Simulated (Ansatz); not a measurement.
# InAs: do energies and stresses tell the same story?

Level of theory: DFT PBE, scalar-relativistic, plane waves, PAW in Ansatz.

Plane waves to 420 eV, a k mesh through Γ of 12×12×12 on the computed 2-atom cell and Gaussian smearing (0.10 eV); no spin polarisation.

Relaxed cell: F-43m, a = 6.186 Å, b = 6.186 Å, c = 6.186 Å, α = 90.00°, β = 90.00°, γ = 90.00°, 2 atoms in the primitive cell.

Energies at zero smearing and pressures from the stress tensor, at volumes with shape and atoms relaxed:
```csv
V (Å³/atom),E − E(first) (meV/atom),P (GPa)
27.819,0.00,3.48
28.707,-13.90,1.59
29.594,-18.19,0.00
30.482,-14.40,-1.33
31.370,-3.82,-2.45
```

Problem. Check P = −dE/dV between neighbouring volumes, and get the bulk modulus from the pressures alone.

Solution. With 1 eV/Å³ = 160.2 GPa:
| middle V (Å³/atom) | −ΔE/ΔV (GPa) | mean P (GPa) |
| --- | --- | --- |
| 28.263 | 2.509 | 2.536 |
| 29.150 | 0.774 | 0.797 |
| 30.038 | -0.685 | -0.665 |
| 30.926 | -1.908 | -1.892 |

The two differ by 0.03 GPa at most. The mean of two end pressures misses the average over a step by about ΔV² P″/12, up to 0.03 GPa here; with that taken off 0.00 GPa remains. Around V = 29.594 Å³/atom, the two neighbours give B = −V ΔP/ΔV = 29.594 × 2.92 / 1.776 = 48.7 GPa, against B0 = 48.4 GPa from the Birch–Murnaghan fit of the energies.